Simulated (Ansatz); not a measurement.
# Re (P6_3/mmc) in Ansatz: a series of runs

One crystal, Re, is run at these levels: PBE; tasks: single point.

Program: Ansatz 0.2.0. These are calculated values, not measurements. Logs are shortened: lines on timing, memory, paths and dates and some standing lists are left out, and cuts for length are marked.

**1. The structure**

The structure is hexagonal, space group P6_3/mmc (No. 194). Conventional cell: a = 2.761 Å, b = 2.761 Å, c = 4.458 Å, α = 90.00°, β = 90.00°, γ = 120.00°. Re (site symmetry -6m2) has 12 Re at 2.74 to 2.76 Å as nearest neighbours.

**2. Single point, PBE**

File input.yaml:

```yaml
crystal:
  lattice:
    - [2.7608, 0.0, 0.0]
    - [-1.3804, 2.3909229348, 0.0]
    - [0.0, 0.0, 4.4582]
  atoms:
    - { symbol: Re, position: [0.6666666667, 0.3333333333, 0.75] }
    - { symbol: Re, position: [0.3333333333, 0.6666666667, 0.25] }
hamiltonian:
  xc: pbe
  pseudopotentials: { kind: paw }
kpoints:
  mp_grid: { grid: [11, 11, 6] }
scf:
  occupations: { method: gaussian, width: 0.018 }
output:
  forces: true
  stress: true
  eigenvalues: true
  write_density: true
  write_potential: true
  elf: true
  volumetric_format: npy
```

Potentials or basis: Ansatz PAW.

Command:

```sh
$ ansatz run input.yaml --threads 2 --pin off --max-ram 5632MiB --backend cpu --events-out ev --progress --plain --runs-dir out
```

Standard output:

```text
Warning: RAYON_NUM_THREADS=2 ignored (pool sized by the plan → 2); use --threads N
Engine: ansatz 0.2.0, x86_64-unknown-linux-gnu
Pseudopotentials: kind: paw
Pseudopotential: Re, paw, valence charge 15, recommended cutoff 420 eV (normal), Re.paw.azcp
Functional definition: PBE
  parameter kappa = 0.804
  parameter beta = 0.06672455060314922
  exchange = pbe_x(kappa = kappa, mu = beta*pi^2/3)
  correlation = pbe_c(beta = beta)
Crystal: 2 atoms, lattice volume = 29.428 Å³
Basis set: ecut = 420 eV, 573 PW (Γ), exchange–correlation on 40×40×60 points (8 copies of the dense FFT grid, shifted against one another)
Bands: 19, of which v1, the nominal top of the filled ones, is band 15 counted from 1 (14 counted from 0)
Symmetry: 24 space group operations
Space group: P63/mmc (ITA 194), of the structure as read, at distance tolerance 3.1e-5 Å
k-points: 64 of 726
Non-local potential: Re, projectors of the file, l = 0: 3, l = 1: 2, l = 2: 2, l = 3: 1
PAW form: soft (Blöchl's): semilocal exchange-correlation on the pseudo side does not see the compensation charge
PAW one-centre angular grid: Re, 590 points (default); XC on 64 Gauss nodes
Initial density: superposition of atomic densities (neutral atoms: chi_scale 0, normalization atom), corrected by the library's trained network
Initial wavefunctions: pseudopotential atomic-orbital guess
Functional: x = pbe(κ = 0.804, μ = 0.2195149727645171), c = pbe(β = 0.06672455060314922)
SCF iter   1: F=—  HF=-21736.138523 eV  |F-HF|=—  |Δ(HF+E_count)|=         —  Δρ=7.98e-3  dr2=6.56e-3  ethr=1.77e-3  ⟨swp⟩=5.9  Hψ=5571  notcnv=0
preconditioner: auto → none  [insulator: Δε(μ)=0.066 eV  Ē_g=6.110 eV  σ=0.018 eV  W_gap=0.96  n_scr=8 (ndim 8)  ℏωp=25.6 eV  f_vac=0.000  D(μ)=0.47/eV (n_scr^D=2)  ε∞_Penn≈18.6]
SCF iter   2: F=—  HF=-21736.140817 eV  |F-HF|=—  |Δ(HF+E_count)|=   2.29e-3  Δρ=3.93e-3  dr2=1.27e-3  ethr=2.19e-5  ⟨swp⟩=2.0  Hψ=2091  notcnv=0  defer=12
SCF iter   3: F=—  HF=-21736.141853 eV  |F-HF|=—  |Δ(HF+E_count)|=   1.04e-3  Δρ=5.02e-4  dr2=2.58e-5  ethr=4.25e-6  ⟨swp⟩=2.1  Hψ=1590  notcnv=0  defer=12
SCF iter   4: F=—  HF=-21736.141827 eV  |F-HF|=—  |Δ(HF+E_count)|=   2.68e-5  Δρ=3.70e-5  dr2=2.03e-7  ethr=8.60e-8  ⟨swp⟩=2.1  Hψ=1724  notcnv=0  defer=12
iter 5 did not close the SCF: its close was put off for the readings that it lacked (scf_convergence_deferred on its scf_iter line)
SCF iter   5: F=-21736.141827 eV  HF=-21736.141827 eV  |F-HF|=7.79e-10  |Δ(HF+E_count)|=   4.03e-8  Δρ=9.00e-6  dr2=6.87e-9  ethr=6.77e-10  ⟨swp⟩=2.1  Hψ=2118  notcnv=0  defer=12
SCF iter   6: F=-21736.141827 eV  HF=-21736.141827 eV  |F-HF|=1.31e-10  |Δ(HF+E_count)|=   1.78e-9  Δρ=1.57e-6  dr2=1.63e-10  ethr=2.29e-11  ⟨swp⟩=5.1  Hψ=6393  notcnv=0
SCF 1 converged in 6 iterations: F = -21736.141827 eV  dr2 = 1.63e-10
SCF converged after 6 iterations
Free energy (F): -21736.141827 eV
Harris-Foulkes:  -21736.141827 eV  (|F-HF|=1.31e-10)
Internal energy: -21736.141749 eV  (E = F + TS)
E sigma→0 (E₀):  -21736.141788 eV
Entropy (-TS):   -0.000077 eV (-0.039 meV/atom)
Fermi energy:    24.022910 eV
--- Per-component energies (eV) ---
  E_band       = -142.922446
  E_kinetic    = 1083.159172
  E_local      = -1515.085238  (includes V_loc(G=0)·N_el)
  E_nonlocal   = 96.833486
  E_hartree    = 543.933125
  E_xc         = -808.414339
  E_vxc        = -608.760963  (∫ρ·V_xc dr)
  E_paw        = -17317.972605  (= ΣΔE_a)
  E_vpaw       = -286.935150  (= ΣTr[D̂ρ^β])
  E_aug_tail   = -0.000151  (compensation charges beyond the density's cutoff)
  E_ewald      = -3818.595200
  E_smearing   = -0.000077  (= −TS)
  E_closure    = 0.000000  (closes the sum)
  Σ components = -21736.141827   (vs F -21736.141827, Δ=0.00e0)
--- Forces (eV/Å), atoms counted from 1 ---
  atom   1  Re     0.00000000    -0.00000000    -0.00000000
  atom   2  Re     0.00000000     0.00000000     0.00000000
  max |Σ_I F_I| component: 1.39e-17 eV/Å
--- Stress (GPa, compression-positive) ---
        6.099929      -0.000000       0.000000
        0.000000       6.099929      -0.000000
        0.000000      -0.000000       5.289059
  P = ⅓ Tr σ = 5.8296 GPa (58.296 kbar)
--- Band table (eV; the first three rows and the last of 64) ---
  k-point 0: bands = ["-55.7825", "-55.6590", "-18.3088", "-17.2478", "-17.2478", "-17.0721", "-17.0721", "-17.0551", "14.1288", "17.3643", "22.4153", "22.4163", "22.4163", "23.2553", "23.2553", "24.1836", "24.1836", "24.5989", "27.3661"]
  k-point 1: bands = ["-55.7743", "-55.6673", "-18.2300", "-17.2362", "-17.2362", "-17.1448", "-17.0840", "-17.0840", "14.4600", "17.3758", "22.2222", "22.2776", "22.2776", "23.0557", "23.0557", "23.7355", "24.6253", "24.6253", "27.3907"]
  k-point 2: bands = ["-55.7518", "-55.6900", "-18.0112", "-17.3852", "-17.2042", "-17.2042", "-17.1164", "-17.1164", "15.3603", "17.2227", "21.7999", "22.1621", "22.1621", "22.2815", "22.6392", "22.6392", "25.5718", "25.5718", "27.2126"]
  k-point 63: bands = ["-55.6378", "-55.6378", "-18.0750", "-18.0750", "-17.7535", "-17.7535", "-17.2835", "-17.2835", "19.2026", "19.2026", "20.4458", "20.4458", "21.8123", "21.8123", "24.1343", "24.1343", "27.4535", "27.4535", "32.9249"]
```

Wall time 2.1 s (2 threads of Intel Xeon at 2.50GHz (Skylake/Cascade Lake), shared host); peak memory 0.34 GiB.

Results:

```yaml
Free_energy: -21736.1418 eV
Pressure: 5.8 GPa
Band_gap_on_the_k_mesh: none (metal or under the smearing width)
```

Stress tensor (GPa, compression positive):
```
6.10 0.00 0.00
0.00 6.10 0.00
0.00 0.00 5.29
```

**3. Single point, PBE**

Changes to input.yaml since step 2:

```diff
@@ -14,3 +14,3 @@
 scf:
-  occupations: { method: gaussian, width: 0.018 }
+  occupations: { method: gaussian, width: 0.019 }
 output:
```

Potentials or basis: Ansatz PAW.

Command:

```sh
$ ansatz run input.yaml --threads 2 --pin off --max-ram 5632MiB --backend cpu --events-out ev --progress --plain --runs-dir out
```

Run time: 2.4 s. Hardware: 2 threads of Intel Xeon at 2.50GHz (Skylake/Cascade Lake), shared host; peak memory 0.34 GiB.

Results (log left out):

```yaml
Free_energy: -21736.1418 eV
Pressure: 5.8 GPa
Band_gap_on_the_k_mesh: none (metal or under the smearing width)
```

Stress tensor (GPa, compression positive):
```
6.10 0.00 0.00
0.00 6.10 0.00
0.00 0.00 5.29
```

Levels at points of the mesh, in eV from the Fermi level:
| k point | band 12 | band 13 | band 14 | band 15 | band 16 | band 17 | band 18 | band 19 |
| --- | --- | --- | --- | --- | --- | --- | --- | --- |
| (0.00, 0.00, 0.00) | -1.61 | -1.61 | -0.77 | -0.77 | 0.16 | 0.16 | 0.58 | 3.34 |
| (0.00, 0.00, -0.50) | -2.42 | -1.73 | -1.73 | -1.73 | -1.73 | 2.54 | 2.54 | 2.54 |

**4. Single point, PBE**

Changes to input.yaml since step 3:

```diff
@@ -14,3 +14,3 @@
 scf:
-  occupations: { method: gaussian, width: 0.019 }
+  occupations: { method: gaussian, width: 0.02 }
 output:
@@ -19,5 +19 @@
   eigenvalues: true
-  write_density: true
-  write_potential: true
-  elf: true
-  volumetric_format: npy
```

Command:

```sh
$ ansatz run input.yaml --threads 2 --pin off --max-ram 5632MiB --backend cpu --events-out ev --progress --plain --runs-dir out
```

Wall time 1.8 s (2 threads of Intel Xeon at 2.50GHz (Skylake/Cascade Lake), shared host); peak memory 0.33 GiB.

The run converged. Its results:

| Property | Result |
| --- | --- |
| Free energy | -21736.1418 eV |
| Pressure | 5.8 GPa |
| Band gap on the k mesh | none (metal or under the smearing width) |

Stress tensor (GPa, compression positive):
```
6.10 0.00 0.00
0.00 6.10 0.00
0.00 0.00 5.29
```

Levels at points of the mesh, in eV from the Fermi level:
| k point | band 13 | band 14 | band 15 | band 16 | band 17 | band 18 |
| --- | --- | --- | --- | --- | --- | --- |
| (0.00, 0.00, 0.00) | -1.60 | -0.77 | -0.77 | 0.16 | 0.16 | 0.58 |
| (0.00, 0.00, -0.50) | -1.73 | -1.73 | -1.73 | -1.73 | 2.54 | 2.54 |

The run has no spin-orbit coupling, so splittings on Re are missing.

**5. Single point, PBE**

Changes to input.yaml since step 4:

```diff
@@ -14,3 +14,3 @@
 scf:
-  occupations: { method: gaussian, width: 0.02 }
+  occupations: { method: gaussian, width: 0.021 }
 output:
```

Command:

```sh
$ ansatz run input.yaml --threads 2 --pin off --max-ram 5632MiB --backend cpu --events-out ev --progress --plain --runs-dir out
```

Run time: 1.6 s. Hardware: 2 threads of Intel Xeon at 2.50GHz (Skylake/Cascade Lake), shared host; peak memory 0.33 GiB.

It converged, with:

- Free energy: -21736.1418 eV
- Pressure: 5.8 GPa
- Band gap on the k mesh: none (metal or under the smearing width)

Stress tensor (GPa, compression positive):
```
6.10 0.00 0.00
0.00 6.10 0.00
0.00 0.00 5.29
```

Levels at points of the mesh, in eV from the Fermi level:
| k point | band 11 | band 12 | band 13 | band 14 | band 15 | band 16 | band 17 | band 18 | band 19 |
| --- | --- | --- | --- | --- | --- | --- | --- | --- | --- |
| (0.00, 0.00, 0.00) | -1.60 | -1.60 | -1.60 | -0.76 | -0.76 | 0.16 | 0.16 | 0.58 | 3.35 |
| (0.00, 0.00, -0.50) | -2.41 | -2.41 | -1.73 | -1.73 | -1.73 | -1.73 | 2.54 | 2.54 | 2.54 |

Spin-orbit coupling is left out, which matters for the levels of Re.

**6. Single point, PBE**

Changes to input.yaml since step 5:

```diff
@@ -14,3 +14,3 @@
 scf:
-  occupations: { method: gaussian, width: 0.021 }
+  occupations: { method: gaussian, width: 0.022 }
 output:
@@ -19 +19,5 @@
   eigenvalues: true
+  write_density: true
+  write_potential: true
+  elf: true
+  volumetric_format: npy
```

Potentials or basis: Ansatz PAW.

Command:

```sh
$ ansatz run input.yaml --threads 2 --pin off --max-ram 5632MiB --backend cpu --events-out ev --progress --plain --runs-dir out
```

Standard output:

```text
Warning: RAYON_NUM_THREADS=2 ignored (pool sized by the plan → 2); use --threads N
[... 8 set-up lines as earlier in the session ...]
Crystal: 2 atoms, lattice volume = 29.428 Å³
Basis set: ecut = 420 eV, 573 PW (Γ), exchange–correlation on 40×40×60 points (8 copies of the dense FFT grid, shifted against one another)
Bands: 19, of which v1, the nominal top of the filled ones, is band 15 counted from 1 (14 counted from 0)
[... 31 lines left out ...]
  E_hartree    = 543.932236
  E_xc         = -808.414449
  E_vxc        = -608.761062  (∫ρ·V_xc dr)
  E_paw        = -17317.972458  (= ΣΔE_a)
  E_vpaw       = -286.935033  (= ΣTr[D̂ρ^β])
  E_aug_tail   = -0.000151  (compensation charges beyond the density's cutoff)
  E_ewald      = -3818.595200
  E_smearing   = -0.000119  (= −TS)
  E_closure    = 0.000000  (closes the sum)
  Σ components = -21736.141846   (vs F -21736.141846, Δ=0.00e0)
--- Forces (eV/Å), atoms counted from 1 ---
  atom   1  Re    -0.00000000    -0.00000000    -0.00000000
  atom   2  Re    -0.00000000     0.00000000     0.00000000
  max |Σ_I F_I| component: 1.85e-17 eV/Å
--- Stress (GPa, compression-positive) ---
        6.099154       0.000000       0.000000
        0.000000       6.099154      -0.000000
        0.000000      -0.000000       5.294940
  P = ⅓ Tr σ = 5.8311 GPa (58.311 kbar)
--- Band table (eV; the first three rows and the last of 64) ---
  k-point 0: bands = ["-55.7826", "-55.6590", "-18.3088", "-17.2479", "-17.2479", "-17.0722", "-17.0722", "-17.0551", "14.1288", "17.3643", "22.4153", "22.4162", "22.4162", "23.2552", "23.2552", "24.1835", "24.1835", "24.5989", "27.3661"]
  k-point 1: bands = ["-55.7743", "-55.6673", "-18.2300", "-17.2363", "-17.2363", "-17.1448", "-17.0841", "-17.0841", "14.4600", "17.3758", "22.2222", "22.2776", "22.2776", "23.0557", "23.0557", "23.7355", "24.6253", "24.6253", "27.3906"]
  k-point 2: bands = ["-55.7519", "-55.6901", "-18.0112", "-17.3852", "-17.2043", "-17.2043", "-17.1164", "-17.1164", "15.3603", "17.2227", "21.7999", "22.1621", "22.1621", "22.2815", "22.6392", "22.6392", "25.5717", "25.5717", "27.2126"]
  k-point 63: bands = ["-55.6379", "-55.6379", "-18.0750", "-18.0750", "-17.7535", "-17.7535", "-17.2835", "-17.2835", "19.2026", "19.2026", "20.4458", "20.4458", "21.8123", "21.8123", "24.1343", "24.1343", "27.4535", "27.4535", "32.9249"]
```

rho_z.tsv:

```text
# z_ang	rho[e/angstrom^3]
# format = ansatz-planar-average/11
# lattice	2.760800000	0.000000000	0.000000000
# lattice	-1.380400000	2.390922935	0.000000000
# lattice	0.000000000	0.000000000	4.458200000
# sites	2
# site	75	1.380400000	0.796974312	3.343650000
# site	75	0.000000000	1.593948623	1.114550000
0.000000	3.777236e-1
0.148607	4.034554e-1
0.297213	4.988000e-1
0.445820	7.019957e-1
0.594427	1.019456e0
0.743033	1.377561e0
0.891640	1.658478e0
1.040247	1.797183e0
1.188853	1.797183e0
1.337460	1.658478e0
1.486067	1.377561e0
1.634673	1.019456e0
1.783280	7.019957e-1
1.931887	4.988000e-1
2.080493	4.034554e-1
2.229100	3.777236e-1
2.377707	4.034554e-1
2.526313	4.988000e-1
2.674920	7.019957e-1
2.823527	1.019456e0
2.972133	1.377561e0
3.120740	1.658478e0
3.269347	1.797183e0
3.417953	1.797183e0
3.566560	1.658478e0
3.715167	1.377561e0
3.863773	1.019456e0
4.012380	7.019957e-1
4.160987	4.988000e-1
4.309593	4.034554e-1
```

Run time: 2.2 s. Hardware: 2 threads of Intel Xeon at 2.50GHz (Skylake/Cascade Lake), shared host; peak memory 0.34 GiB.

What came out:

* Free energy: -21736.1418 eV
* Pressure: 5.8 GPa
* Band gap on the k mesh: none (metal or under the smearing width)

Stress tensor (GPa, compression positive):
```
6.10 0.00 0.00
0.00 6.10 0.00
0.00 0.00 5.29
```

The run has no spin-orbit coupling, so splittings on Re are missing.

**7. Summary**

| smearing | gap on the mesh (eV) | pressure (GPa) |
| --- | --- | --- |
| gaussian 0.018 eV | none | 5.8 |
| gaussian 0.019 eV | none | 5.8 |
| gaussian 0.02 eV | none | 5.8 |
| gaussian 0.021 eV | none | 5.8 |
| gaussian 0.022 eV | none | 5.8 |

Alike in all rows: task single point; level PBE; potentials or basis Ansatz PAW; no spin polarisation; cell as given; k mesh 11 × 11 × 6; cutoff (eV) 420.

Every run on the cell as given and a fine mesh finds a metal.

Total energies depend on the potentials used, so only differences within one code and one set of settings carry meaning.
